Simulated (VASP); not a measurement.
# HfS2 (P-3m1) in VASP: a series of runs

One crystal, HfS2, is run at these levels: PBE+D3(BJ); tasks: relaxation of cell and atoms.

Everything below comes from runs of VASP 6.6.1. Logs are shortened: lines on timing, memory, paths and dates and some standing lists are left out, and cuts for length are marked.

### 1 Starting point

Symmetry: P-3m1, No. 164, trigonal system. Conventional cell: a = 3.640 Å, b = 3.640 Å, c = 6.056 Å, α = 90.00°, β = 90.00°, γ = 120.00°. Hf (site symmetry -3m) has 6 S at 2.54 Å as nearest neighbours. S (site symmetry 3m) has 3 Hf at 2.54 Å as nearest neighbours.

The cell is a database's computed one.

### 2 Relaxation of cell and atoms, PBE+D3(BJ)

Contents of INCAR:

```
SYSTEM = HfS2
PREC = Accurate ; ENCUT = 700
EDIFF = 1E-7 ; ISMEAR = 0
SIGMA = 0.02 ; LREAL = .False.
LASPH = .True. ; NELM = 100
ALGO = Normal ; ISIF = 3
LWAVE = .False. ; LCHARG = .False.
GGA = PE ; IVDW = 12
IBRION = 2 ; NSW = 80
EDIFFG = -0.002
```

Contents of KPOINTS:

```
regular mesh
0
Gamma
  12 12 6
  0 0 0
```

Contents of POSCAR:

```
HfS2
1.0
    3.6396641800      0.0000000000      0.0000000000
   -1.8198320900      3.1520416400      0.0000000000
    0.0000000000      0.0000000000      6.0555624700
Hf S
1 2
Direct
    0.0000000000      0.0000000000      0.0000000000
    0.6666666700      0.3333333300      0.7639520500
    0.3333333300      0.6666666700      0.2360479500
```

Potentials or basis: VASP PAW PBE potentials, release 64 (Hf_pv, S).

Launch:

```console
> cat potpaw_PBE.64/Hf_pv/POTCAR potpaw_PBE.64/S/POTCAR > POTCAR
> mpirun -np 1 vasp_std > vasp.out
```

OUTCAR:

```text
SYSTEM = HfS2
   PREC = Accurate
   ENCUT = 700
   EDIFF = 1E-7
   ISMEAR = 0
   LREAL = .False.
   LASPH = .True.
   NELM = 100
   ISIF = 3
   GGA = PE
   IVDW = 12
   IBRION = 2
   NSW = 80
   EDIFFG = -0.002
 IVDW          = 12

 ion  position               nearest neighbor table
   1  0.000  0.000  0.000-   2 2.54   3 2.54   3 2.54   2 2.54   2 2.54   3 2.54
   2  0.667  0.333  0.764-   1 2.54   1 2.54   1 2.54
   3  0.333  0.667  0.236-   1 2.54   1 2.54   1 2.54

  LATTYP: Found a hexagonal cell.
 ALAT       =     3.6396641800
 C/A-ratio  =     1.6637695596

  Lattice vectors:

 A1 = (   3.6396641800,   0.0000000000,   0.0000000000)
 A2 = (  -1.8198320900,   3.1520416400,   0.0000000000)
 A3 = (   0.0000000000,   0.0000000000,   6.0555624700)

Analysis of symmetry for initial positions (statically):
=====================================================================
 Subroutine PRICEL returns:
 Original cell was already a primitive cell.

 Routine SETGRP: Setting up the symmetry group for a
 hexagonal supercell.

 Subroutine GETGRP returns: Found 12 space group operations
 (whereof 12 operations were pure point group operations)
 out of a pool of 24 trial point group operations.

The static configuration has the point symmetry D_3d.

Analysis of symmetry for dynamics (positions and initial velocities):
=====================================================================
 Subroutine PRICEL returns:
 Original cell was already a primitive cell.

 Routine SETGRP: Setting up the symmetry group for a
 hexagonal supercell.

 Subroutine GETGRP returns: Found 12 space group operations
 (whereof 12 operations were pure point group operations)
 out of a pool of 24 trial point group operations.

The dynamic configuration has the point symmetry D_3d.

 Subroutine INISYM returns: Found 12 space group operations
 (whereof 12 operations are pure point group operations),
 and found     1 'primitive' translations

----------------------------------------------------------------------------------------

                                     Primitive cell

  volume of cell :      69.4717

  direct lattice vectors                    reciprocal lattice vectors
     3.639664180  0.000000000  0.000000000     0.274750623  0.158627346  0.000000000
    -1.819832090  3.152041640  0.000000000     0.000000000  0.317254692  0.000000000
     0.000000000  0.000000000  6.055562470     0.000000000  0.000000000  0.165137426

  length of vectors
     3.639664180  3.639664179  6.055562470     0.317254692  0.317254692  0.165137426

  position of ions in fractional coordinates (direct lattice)
     0.000000000  0.000000000  0.000000000
     0.666666670  0.333333330  0.763952050
     0.333333330  0.666666670  0.236047950

  ion indices of the primitive-cell ions
   primitive index   ion index
                 1           1
                 2           2
                 3           3

----------------------------------------------------------------------------------------

 KPOINTS: regular mesh

Automatic generation of k-mesh.
 Grid dimensions read from file:
 generate k-points for:   12   12    6

 Generating k-lattice:

  Cartesian coordinates                     Fractional coordinates (reciprocal lattice)
     0.022895885  0.013218946  0.000000000     0.083333333  0.000000000  0.000000000
     0.000000000  0.026437891  0.000000000     0.000000000  0.083333333  0.000000000
     0.000000000  0.000000000  0.027522904     0.000000000  0.000000000  0.166666667

  Length of vectors
     0.026437891  0.026437891  0.027522904

  Shift w.r.t. Gamma in fractional coordinates (k-lattice)
     0.000000000  0.000000000  0.000000000

 Subroutine IBZKPT returns following result:
 ===========================================

 Found    100 irreducible k-points:

 Following reciprocal coordinates:
            Coordinates               Weight
  0.000000  0.000000  0.000000      1.000000
  0.083333 -0.000000  0.000000      6.000000
  0.166667 -0.000000  0.000000      6.000000
  0.250000 -0.000000  0.000000      6.000000
  0.333333 -0.000000  0.000000      6.000000
  0.416667 -0.000000  0.000000      6.000000
[... 16 lines left out ...]
  0.166667 -0.000000  0.166667      6.000000
  0.000000  0.166667  0.166667      6.000000
 [... further k-points ...]
   k-points           NKPTS =    100   k-points in BZ     NKDIM =    100   number of bands    NBANDS=     15
   number of dos      NEDOS =    301   number of ions     NIONS =      3
   total plane-waves  NPLWV =  55296
   dimension x,y,z NGX =    32 NGY =   32 NGZ =   54
   dimension x,y,z NGXF=    64 NGYF=   64 NGZF=  108
   ions per type =               1   2
   NGX,Y,Z   is equivalent  to a cutoff of  14.62, 14.62, 14.82 a.u.
   NGXF,Y,Z  is equivalent  to a cutoff of  29.23, 29.23, 29.65 a.u.
 SYSTEM =  HfS2
   PREC   = accura    normal or accurate (medium, high low for compatibility)
   ISTART =      0    job   : 0-new  1-cont  2-samecut
   ICHARG =      2    charge: 1-file 2-atom 10-const
   ISPIN  =      1    spin polarized calculation?
   LNONCOLLINEAR =      F non collinear calculations
   LSORBIT =      F    spin-orbit coupling
   LASPH  =      T    aspherical Exc in radial PAW
   ENCUT  =  700.0 eV  51.45 Ry    7.17 a.u.   7.85  7.85 13.06*2*pi/ulx,y,z
   NELM   =    100;   NELMIN=  2; NELMDL= -5     # of ELM steps
   EDIFF  = 0.1E-06   stopping-criterion for ELM
   LREAL  =      F    real-space projection
   EDIFFG = -.2E-02   stopping-criterion for IOM
   NSW    =     80    number of steps for IOM
   IBRION =      2    ionic relax: 0-MD 1-quasi-New 2-CG
   NFREE  =      1    steps in history (QN), initial steepest desc. (CG)
   ISIF   =      3    stress and relaxation
   ISYM   =      2    0-nonsym 1-usesym 2-fastsym
   POTIM  = 0.5000    time-step for ionic-motion
   TEBEG  =    0.0;   TEEND  =   0.0 temperature during run
   PSTRESS=    0.0 pullay stress
   NELECT =      22.0000    total number of electrons
   NUPDOWN=      -1.0000    fix difference up-down
   EMIN   =  10.00;   EMAX   =-10.00  energy-range for DOS
   EFERMI =   0.00;   METHOD = LEGACY
   ISMEAR =     0;   SIGMA  =   0.02  broadening in eV -4-tet -1-fermi 0-gaus
   EFERMI_NEDOS =   21; number of points for ismear=-14 and -15
   IALGO  =     38    algorithm
   IMIX   =      4    mixing-type and parameters
     AMIX     =   0.40;   BMIX     =  1.00
     AMIX_MAG =   1.60;   BMIX_MAG =  1.00
  volume/ion in A,a.u.               =      23.16       156.27
  Fermi-wavevector in a.u.,A,eV,Ry     =   1.115869  2.108686 16.941474  1.245163
  Thomas-Fermi vector in A             =   2.252478
   LORBIT       =      0    0 simple, 1 ext, 2 COOP (PROOUT), +10 PAW based schemes
   GGA     = PE    functional components
   LHFCALC =     F    Hartree Fock is set to
   AEXX    =    0.0000 exact exchange contribution
   IVDW    =    12    specifies the selected vdW correction
   LEPSILON=     F    determine dielectric tensor
   LRPA    =     F    only Hartree local field effects (RPA)
 conjugate gradient relaxation of ions
 non-spin polarized calculation
 Gauss-broadening in eV      SIGMA  =   0.02
  energy-cutoff  :      700.00
  volume of cell :       69.47
 maximum number of plane-waves:      2970
   NGX = 15   NGY = 15   NGZ = 27

--------------------------------------- Ionic step        1  -------------------------------------------

 number of electron      21.9999999 magnetization

 Free energy of the ion-electron system (eV)
  ---------------------------------------------------
  ext. energy  EPLUGINS =         0.00000000
  ---------------------------------------------------
  free energy    TOTEN  =       -22.91203740 eV

  energy without entropy =      -22.91203740  energy(sigma->0) =      -22.91203740

------------------------ aborting loop because EDIFF is reached ----------------------------------------

 Edisp (eV)   -0.94690

 E8    (eV) :    -0.4072
[... 108 lines left out ...]
  FREE ENERGIE OF THE ION-ELECTRON SYSTEM (eV)
  ---------------------------------------------------
  free  energy   TOTEN  =       -23.8654379124 eV

  energy  without entropy=      -23.8654379124  energy(sigma->0) =      -23.86543791

 E-fermi :   3.1746     XC(G=0):  -9.5450

 val. band max:        3.0935865114   @ k =   0.0000   0.0000   0.0000
 cond. band min:       4.1667842242   @ k =   0.5000  -0.0000   0.5000
 fundamental gap:      1.0731977127
 Fermi energy:         3.1746355283

 k-point     1 :       0.0000    0.0000    0.0000
  band No.  band energies     occupation
      1     -27.5432      2.00000
      2     -27.4251      2.00000
      3     -27.4251      2.00000
      4      -9.9796      2.00000
      5      -8.3130      2.00000
      6      -1.6072      2.00000
      7       0.4003      2.00000
      8       0.4003      2.00000
      9       2.9844      2.00000
     10       3.0936      2.00000
     11       3.0936      2.00000
     12       5.1509      0.00000
     13       5.1509      0.00000
     14       5.7107      0.00000
[... 401 lines left out ...]
      2     -27.4789      2.00000
      3     -27.4372      2.00000
      4      -9.6254      2.00000
      5      -8.4057      2.00000
      6      -1.1180      2.00000
      7       0.0535      2.00000
      8       0.5347      2.00000
      9       1.4179      2.00000
     10       2.5198      2.00000
     11       2.8689      2.00000
     12       4.9820      0.00000
     13       5.9191      0.00000
     14       6.4081      0.00000
     15       8.1681      0.00000

 [... further k-points ...]

[... ionic steps 4 to 12 ...]

--------------------------------------- Ionic step       13  -------------------------------------------

 number of electron      22.0000000 magnetization

------------------------ aborting loop because EDIFF is reached ----------------------------------------
[... 77 lines left out ...]
--------------------------------------- Ionic step       15  -------------------------------------------

 number of electron      22.0000000 magnetization

 Free energy of the ion-electron system (eV)
  ---------------------------------------------------
  ext. energy  EPLUGINS =         0.00000000
  ---------------------------------------------------
  free energy    TOTEN  =       -22.86114647 eV

  energy without entropy =      -22.86114647  energy(sigma->0) =      -22.86114647

 E-fermi :   3.8928     XC(G=0):  -9.8546

 val. band max:        3.7523420433   @ k =   0.0000   0.0000   0.0000
 cond. band min:       4.6237719528   @ k =   0.5000  -0.0000   0.5000
 fundamental gap:      0.8714299095
 Fermi energy:         3.8928049836

 k-point     1 :       0.0000    0.0000    0.0000
  band No.  band energies     occupation
      1     -27.0709      2.00000
      2     -26.9532      2.00000
      3     -26.9532      2.00000
      4      -9.5838      2.00000
      5      -7.7613      2.00000
      6      -1.3270      2.00000
      7       0.8714      2.00000
      8       0.8714      2.00000
      9       3.5885      2.00000
     10       3.5885      2.00000
     11       3.7523      2.00000
     12       5.6373      0.00000
     13       5.6373      0.00000
     14       6.1838      0.00000
[... 401 lines left out ...]
      2     -27.0068      2.00000
      3     -26.9652      2.00000
      4      -9.2100      2.00000
      5      -7.8967      2.00000
      6      -0.7984      2.00000
      7       0.6154      2.00000
      8       0.9932      2.00000
      9       1.8197      2.00000
     10       3.0335      2.00000
     11       3.4685      2.00000
     12       5.4652      0.00000
     13       6.3805      0.00000
     14       6.8921      0.00000
     15       8.6865      0.00000

 [... further k-points ...]

------------------------ aborting loop because EDIFF is reached ----------------------------------------

 Edisp (eV)   -1.02767

 E8    (eV) :    -0.4434
[... 26 lines left out ...]
  FREE ENERGIE OF THE ION-ELECTRON SYSTEM (eV)
  ---------------------------------------------------
  free  energy   TOTEN  =       -23.8888205986 eV

  energy  without entropy=      -23.8888205986  energy(sigma->0) =      -23.88882060

 reached required accuracy - stopping structural energy minimisation
```

Wall time 6.9 min (1 thread of Intel Xeon 6975P-C (Granite Rapids), shared host); peak memory 0.35 GiB.

Results:

```
Free energy                            : -23.8888 eV
Relaxed volume                         : 21.54 Å³/atom
Relaxed cell                           : a = 3.599 Å, b = 3.599 Å, c = 5.762 Å, α = 90.00°, β = 90.00°, γ = 120.00°
Space group after relaxing (to 0.05 Å) : P-3m1 (No. 164)
Energy gained by relaxing              : 10.0 meV/atom
Ionic steps                            : 15
Pressure after relaxing                : 0.0 GPa
Band gap on the k mesh                 : 0.87 eV, indirect (least direct gap 1.81 eV)
Dispersion energy per atom             : -0.343 eV
```

Step by step:
```
step  energy change (eV)  largest force (eV/Å)  pressure (GPa)  volume (Å³)
   1              0.0000                0.1630           -1.05        69.47
   2             -0.0064                0.3150            0.69        67.96
   3             -0.0065                0.2991            0.51        68.11
   4             -0.0122                0.1503            0.10        67.80
   5             -0.0135                0.0357           -0.20        67.57
   6             -0.0171                0.0310           -0.21        67.19
   7             -0.0257                0.0170           -0.19        66.04
   8             -0.0274                0.0260            0.13        63.74
   9             -0.0298                0.0088           -0.03        64.86
  10             -0.0299                0.0050           -0.01        64.70
  11             -0.0299                0.0037            0.00        64.64
  12             -0.0299                0.0046           -0.01        64.64
  13             -0.0299                0.0022           -0.01        64.64
  14             -0.0299                0.0035            0.04        64.62
  15             -0.0299                0.0008            0.00        64.63
```

Final structure:
```xyz
3
Lattice="3.5988 0.0000 0.0000 -1.7994 3.1167 0.0000 0.0000 0.0000 5.7625" Properties=species:S:1:pos:R:3 pbc="T T T"
Hf    0.0000    0.0000    0.0000
S     1.7994    1.0389    4.3084
S     0.0000    2.0778    1.4541
```

Levels at points of the mesh, in eV from the valence-band top:
| k point | band 9 | band 10 | band 11 | band 12 | band 13 | band 14 |
| --- | --- | --- | --- | --- | --- | --- |
| (0.00, 0.00, 0.00) | -0.16 | -0.16 | 0.00 | 1.88 | 1.88 | 2.43 |
| (0.50, 0.00, 0.00) | -2.58 | -2.22 | -1.47 | 1.03 | 4.03 | 4.11 |
| (0.00, 0.00, 0.50) | -2.11 | -0.34 | -0.34 | 1.83 | 1.83 | 2.74 |
| (0.50, 0.00, 0.50) | -2.54 | -1.13 | -0.96 | 0.87 | 4.01 | 4.15 |

Caveat: spin-orbit coupling is left out, which moves the levels of the heavy elements.

### 3 Relaxation of cell and atoms, PBE+D3(BJ)

This run uses another cell than the first one, of 21.54 Å³/atom, 0.930 times its volume.

INCAR is that of step 2.

KPOINTS is that of step 2.

Contents of POSCAR:

```
HfS2                                    
1.0
    3.5988117352     -0.0000000000      0.0000000000
   -1.7994058676      3.1166623850      0.0000000000
   -0.0000000000     -0.0000000000      5.7624857762
  Hf              S             
     1     2
Direct
     0.0000000000000000    0.0000000000000000    0.0000000000000000
     0.6666666699999979    0.3333333300000021    0.7476687206305992
     0.3333333300000021    0.6666666699999979    0.2523312793694009
```

Potentials or basis: VASP PAW PBE potentials, release 64 (Hf_pv, S).

Launch:

```console
> cat potpaw_PBE.64/Hf_pv/POTCAR potpaw_PBE.64/S/POTCAR > POTCAR
> mpirun -np 1 vasp_std > vasp.out
```

Wall time 48 s (1 thread of Intel Xeon 6975P-C (Granite Rapids), shared host); peak memory 0.33 GiB.

Results (log left out):

```
Free energy                : -23.8886 eV
Pressure after relaxing    : 0.0 GPa
Band gap on the k mesh     : 0.87 eV, indirect (least direct gap 1.81 eV)
Dispersion energy per atom : -0.343 eV
```

Final structure:
```
Hf S
1.0
     3.59881    0.00000    0.00000
    -1.79941    3.11666    0.00000
     0.00000    0.00000    5.76249
Hf S
1 2
Direct
  0.00000 0.00000 0.00000
  0.66667 0.33333 0.74767
  0.33333 0.66667 0.25233
```

Levels at points of the mesh, in eV from the valence-band top:
```tsv
k point	band 7	band 8	band 9	band 10	band 11	band 12	band 13	band 14	band 15
(0.00, 0.00, 0.00)	-2.88	-2.88	-0.16	-0.16	0.00	1.88	1.88	2.43	5.22
(0.50, 0.00, 0.00)	-2.97	-2.73	-2.58	-2.22	-1.47	1.03	4.03	4.11	6.15
(0.00, 0.00, 0.50)	-2.83	-2.83	-2.11	-0.34	-0.34	1.83	1.83	2.74	5.77
(0.50, 0.00, 0.50)	-3.74	-2.79	-2.54	-1.13	-0.96	0.87	4.01	4.15	5.54
```

Caveat: the relaxation stopped at its first step, so nothing moved; spin-orbit coupling is left out, which moves the levels of the heavy elements.
